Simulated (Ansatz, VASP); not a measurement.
This is a calculation of Si for Ansatz 0.2.0.

File input.yaml:

```yaml
crystal:
  lattice:
    - [0.0, 2.7218511865, 2.7218511865]
    - [2.7218511865, 0.0, 2.7218511865]
    - [2.7218511865, 2.7218511865, 0.0]
  atoms:
    - { symbol: Si, position: [0.5, 0.5, 0.5] }
    - { symbol: Si, position: [0.75, 0.75, 0.75] }
hamiltonian:
  xc: pbe
  pseudopotentials: { kind: paw }
kpoints:
  mp_grid: { grid: [8, 8, 8] }
  band_path:
    path:
      - [[0.0, 0.0, 0.0], [0.5, 0.0, 0.5], [0.5, 0.25, 0.75], [0.375, 0.375, 0.75], [0.0, 0.0, 0.0], [0.5, 0.5, 0.5], [0.625, 0.25, 0.625], [0.5, 0.25, 0.75], [0.5, 0.5, 0.5], [0.375, 0.375, 0.75]]
      - [[0.625, 0.25, 0.625], [0.5, 0.0, 0.5]]
    npoints: 14
scf:
  occupations: { method: fermi_dirac, width: 0.05 }
  n_extra_bands: 6
output:
  forces: true
  stress: true
  eigenvalues: true
  fatbands: false
```

Potentials or basis: Ansatz PAW.

The run is started by

```console
$ ansatz run input.yaml --threads 2 --pin off --max-ram 5632MiB --backend cpu --events-out ev --progress --plain --runs-dir out
```

Problem. Translate it to VASP 6.6.1. Potentials there: VASP PAW PBE potentials, release 64 (Si).

Solution. As run (the cutoff follows the program's own potentials):

File INCAR:

```
PREC = Accurate ; ENCUT = 520
EDIFF = 1E-6 ; ISMEAR = -1
SIGMA = 0.05 ; LREAL = False
LASPH = True ; NELM = 80
ALGO = Normal ; ISIF = 2
LWAVE = False ; LCHARG = False
GGA = PE
```

The input KPOINTS:

```
Automatic mesh
0
Gamma
  8 8 8
```

The input POSCAR:

```
Si
1.0
    0.0000000000      2.7218511865      2.7218511865
    2.7218511865      0.0000000000      2.7218511865
    2.7218511865      2.7218511865      0.0000000000
Si
2
Direct
    0.5000000000      0.5000000000      0.5000000000
    0.7500000000      0.7500000000      0.7500000000
```

File KPOINTS_OPT:

```
path GXWKGLUWLK,UX
20
line-mode
reciprocal
 0.0000000000  0.0000000000  0.0000000000  G
 0.5000000000  0.0000000000  0.5000000000  X

 0.5000000000  0.0000000000  0.5000000000  X
 0.5000000000  0.2500000000  0.7500000000  W

 0.5000000000  0.2500000000  0.7500000000  W
 0.3750000000  0.3750000000  0.7500000000  K

 0.3750000000  0.3750000000  0.7500000000  K
 0.0000000000  0.0000000000  0.0000000000  G

 0.0000000000  0.0000000000  0.0000000000  G
 0.5000000000  0.5000000000  0.5000000000  L

 0.5000000000  0.5000000000  0.5000000000  L
 0.6250000000  0.2500000000  0.6250000000  U

 0.6250000000  0.2500000000  0.6250000000  U
 0.5000000000  0.2500000000  0.7500000000  W

 0.5000000000  0.2500000000  0.7500000000  W
 0.5000000000  0.5000000000  0.5000000000  L

 0.5000000000  0.5000000000  0.5000000000  L
 0.3750000000  0.3750000000  0.7500000000  K

 0.6250000000  0.2500000000  0.6250000000  U
 0.5000000000  0.0000000000  0.5000000000  X
```

Potentials or basis: VASP PAW PBE potentials, release 64 (Si).

Run with:

```console
$ cat potpaw_PBE.64/Si/POTCAR > POTCAR
$ mpirun -np 1 vasp_std > vasp.out
```

Both were run:

|  | VASP | Ansatz | Ansatz less VASP |
| --- | --- | --- | --- |
| gap on the k mesh at the Fermi level (eV) | 0.63 | 0.63 | -0.003 |
| least direct gap on the mesh (eV) | 2.56 | 2.56 | -0.005 |
| gap along the band path (eV) | 0.59 | 0.58 | -0.001 |
| pressure (GPa) | 1.3 | 1.3 | +0.08 |

The functional is the same, so the differences come from potentials, cutoffs and numerics.
